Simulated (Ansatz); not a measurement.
## NiO, one cell by several methods

```
Ni O
1.0
     0.00000    2.24071    2.24071
     2.24071    0.00000    2.24071
     2.24071    2.24071    0.00000
Ni O
1 1
Direct
  0.00000 0.00000 0.00000
  0.25000 0.25000 0.25000
```

Atoms are numbered in the order listed.

The cell was built from the zincblende type and relaxed in the same program, and has space group F-43m; it needn't be a known or the stable phase.

Semilocal functionals without U often leave such compounds metallic or with too small a gap, and the real magnetic order may differ.

Other magnetic orders may lie lower; this is the state that the run reached.

All numbers are computed: DFT, PBE, PAW with Ansatz's default frozen-core files, scalar-relativistic (Ansatz 0.2.0); DFT, PBE, all-electron PAW with datasets made for the crystal, scalar-relativistic (Ansatz 0.2.0); DFT, PBE, all-electron LAPW, scalar-relativistic (Ansatz 0.2.0).

For PAW: a Γ-centred 14×14×14 k mesh, Fermi–Dirac smearing of 0.03 eV, cutoff 420 eV, spin-polarised from start moments Ni1 1.5 μB. The crystal-made all-electron datasets (AE datasets) take a cutoff of 480 eV at this cell. LAPW targets a basis error of 0.25 meV/atom. The Ansatz runs share mesh, smearing and spin set-up. Plane-wave (PAW) pressures include the program's estimate of the Pulay term.

Stress and pressure are positive in compression.

Levels count from the Fermi level.

```json
{"quantity": "pressure (GPa)", "PAW": "0.00", "AE datasets": "0.14", "LAPW": "0.15"}
{"quantity": "moment of the cell (μB)", "PAW": "?", "AE datasets": "1.952", "LAPW": "1.952"}
{"quantity": "highest filled spin-up level at Γ (eV)", "PAW": "-2.448", "AE datasets": "-2.454", "LAPW": "-2.454"}
{"quantity": "lowest empty spin-up level at Γ (eV)", "PAW": "?", "AE datasets": "0.109", "LAPW": "0.109"}
{"quantity": "highest filled spin-up level at L (eV)", "PAW": "?", "AE datasets": "-0.712", "LAPW": "-0.712"}
{"quantity": "lowest empty spin-up level at L (eV)", "PAW": "5.784", "AE datasets": "5.776", "LAPW": "5.776"}
{"quantity": "highest filled spin-up level at U (eV)", "PAW": "-1.319", "AE datasets": "-1.337", "LAPW": "-1.337"}
{"quantity": "lowest empty spin-up level at U (eV)", "PAW": "6.595", "AE datasets": "6.582", "LAPW": "6.582"}
```

Problem. What belongs in the row "lowest empty spin-up level at Γ (eV)", column "PAW"?

Solution. 0.132.

Problem. Fill in "PAW" for the row "moment of the cell (μB)".

Solution. 1.937.

Problem. Fill in "PAW" for the row "highest filled spin-up level at L (eV)".

Solution. -0.691.
